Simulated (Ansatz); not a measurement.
# Does relaxation matter for the field gradients of ZrSe2?

Start: a Materials Project structure (computed, not necessarily an observed phase), atoms as given.

```yaml
crystal:
  lattice:
    - [3.81115, 0.00000, 0.00000]
    - [-1.90558, 3.30055, 0.00000]
    - [0.00000, 0.00000, 6.39991]
  atoms:
    - { symbol: Zr, position: [0.00000, 0.00000, 0.00000] }
    - { symbol: Se, position: [0.66667, 0.33333, 0.75588] }
    - { symbol: Se, position: [0.33333, 0.66667, 0.24412] }
```

Atom numbers follow the list; atoms alike are taken as one site, whose name carries the number of the first.

Computed with Ansatz: DFT, PBE, plane waves and PAW, scalar-relativistic, 420 eV cutoff, Γ-centred 10×10×5 k-points, Fermi–Dirac smearing 0.01 eV.

The largest force at the start is 0.12 eV/Å. Relaxing the ions at fixed cell moves them by 0.012 Å at most (atom 2, Se) and 0.010 Å rms. End positions:

```
CELL_PARAMETERS angstrom
3.81115 0.00000 0.00000
-1.90558 3.30055 0.00000
0.00000 0.00000 6.39991
ATOMIC_POSITIONS crystal
Zr 0.00000 0.00000 0.00000
Se 0.66667 0.33333 0.75396
Se 0.33333 0.66667 0.24604
```

| site | atom | moved (Å) | first shell before | first shell after | V_zz before (10²¹ V/m²) | η before |
| --- | --- | --- | --- | --- | --- | --- |
| Zr | 1 | 0.000 | 6 Se at 2.70 Å | 6 Se at 2.71 Å | -2.30 | 0.00 |
| Se | 2 | 0.012 | 3 Zr at 2.70 Å | 3 Zr at 2.71 Å | -0.58 | 0.00 |

Problem. How do the gradients change?

Solution. 

```tsv
site	atom	V_zz after	η after	change of V_zz
Zr	1	-2.38	0.00	-0.08
Se	2	-0.40	0.00	+0.18
```

The largest change of V_zz is on Se, from -0.58 to -0.40. In per cent, |V_zz| changes by +4 on Zr, -31 on Se (all sites that start above 0.5).

Without spin–orbit coupling (the program notes it for Zr) the gradients can shift somewhat, as the gap is small.
Before: With a gap of 0.5 eV on this mesh, small gradients can still move by 0.1 × 10²¹ V/m² or more as the k-mesh gets denser.
After: With a gap of 0.4 eV on this mesh, small gradients can still move by 0.1 × 10²¹ V/m² or more as the k-mesh gets denser.
